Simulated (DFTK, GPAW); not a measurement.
This is a calculation of CdS (Greenockite) for DFTK 0.8.2. 

The input run.jl:

```julia
using DFTK
using PseudoPotentialData
using Unitful, UnitfulAtomic
using LinearAlgebra, Printf
include("save.jl")
disable_threading()

# lattice vectors are the columns
lattice = austrip(1u"Å") * [          4.15         -2.075            0.0;
                      0.0   3.5940054257            0.0;
                      0.0            0.0          6.737]
symbols   = [:Cd, :Cd, :S, :S]
positions = [[0.6666666667, 0.3333333333, 0.5],
             [0.3333333333, 0.6666666667, 0.0],
             [0.6666666667, 0.3333333333, 0.875],
             [0.3333333333, 0.6666666667, 0.375]]
pseudopotentials = Dict(:Cd => "Cd.upf", :S => "S.upf")
elements = Dict(s => ElementPsp(s, pseudopotentials; rcut=10.0) for s in unique(symbols))
atoms    = [elements[s] for s in symbols]

build_model(lattice, positions; symmetries=true) =
    model_DFT(lattice, atoms, positions;
              functionals=PBE(),
              temperature=austrip(0.05u"eV"),
              smearing=Smearing.FermiDirac(),
              symmetries)
Ecut  = 45.0  # hartree
kgrid = [7, 7, 4]
tol   = 1e-6
to_GPa = ustrip(uconvert(u"GPa", 1u"hartree/bohr^3"))

model = build_model(lattice, positions)
basis = PlaneWaveBasis(model; Ecut, kgrid)
display(basis)
scfres = self_consistent_field(basis;
                               tol,
                               nbandsalg=AdaptiveBands(model; n_bands_converge=33))
display(scfres.energies)
@printf "Fermi level: %.6f eV\n" ustrip(auconvert(u"eV", something(scfres.εF, NaN)))
forces = compute_forces_cart(scfres)
println("Forces (eV/Å)")
for (s, f) in zip(symbols, forces)
    @printf "%-3s %12.6f %12.6f %12.6f\n" s ustrip.(auconvert.(u"eV/Å", f))...
end
stress = compute_stresses_cart(scfres)
println("Stress (GPa)")
display(round.(stress * to_GPa; digits=4))
println("Levels at the first k-point (eV): ", round.(ustrip.(auconvert.(u"eV", scfres.eigenvalues[1][1:scfres.n_bands_converge])); digits=4))
save_scf!(scfres; forces, stress)
```

Potentials or basis: SG15 1.2 (PBE).

Run with:

```sh
$ julia --threads=1 run.jl  # save.jl only writes the numbers to a file and isn't shown; printed stress counts tension as positive; times include loading and compiling
```

**Question.** Translate it to GPAW 26.7.0. Potentials or basis there: GPAW PAW data sets (gpaw-data 1.2.1), cutoff 600 eV.

**Answer.** As run (cutoffs and basis follow the program's own potentials, and thresholds, step limits or extra output files can differ):

The input CdS.cif:

```cif
data_CdS
_cell_length_a 4.15000000
_cell_length_b 4.15000000
_cell_length_c 6.73700000
_cell_angle_alpha 90.00000000
_cell_angle_beta 90.00000000
_cell_angle_gamma 120.00000000
_space_group_name_H-M_alt 'P1'
_space_group_name_Hall 'P 1'
_space_group_IT_number 1
loop_
_space_group_symop_operation_xyz
'x,y,z'
loop_
_atom_site_label
_atom_site_type_symbol
_atom_site_symmetry_multiplicity
_atom_site_Wyckoff_symbol
_atom_site_fract_x
_atom_site_fract_y
_atom_site_fract_z
_atom_site_occupancy
Cd1 Cd 1 a 0.6666666667 0.3333333333 0.5000000000 1
Cd2 Cd 1 a 0.3333333333 0.6666666667 0.0000000000 1
S1 S 1 a 0.6666666667 0.3333333333 0.8750000000 1
S2 S 1 a 0.3333333333 0.6666666667 0.3750000000 1
```

Potentials or basis: GPAW PAW data sets (gpaw-data 1.2.1), pw.

Launch:

```sh
$ OMP_NUM_THREADS=1 gpaw run CdS.cif -p 'mode=PW(600),xc=PBE,kpts={size:(7,7,4),gamma:True},occupations={name:fermi-dirac,width:0.05},nbands=31,convergence={density:1e-05,energy:1e-05},maxiter=150,txt=gpaw.txt' --properties efs -w gs.gpw
```

Both were run:

|  | DFTK | GPAW |
| --- | --- | --- |
| Pressure | 2.3 GPa | 1.8 GPa |
| Largest force | 0.069 eV/Å | 0.067 eV/Å |

The potentials hold 52 and 36 valence electrons a cell.

Pressure is positive in compression.
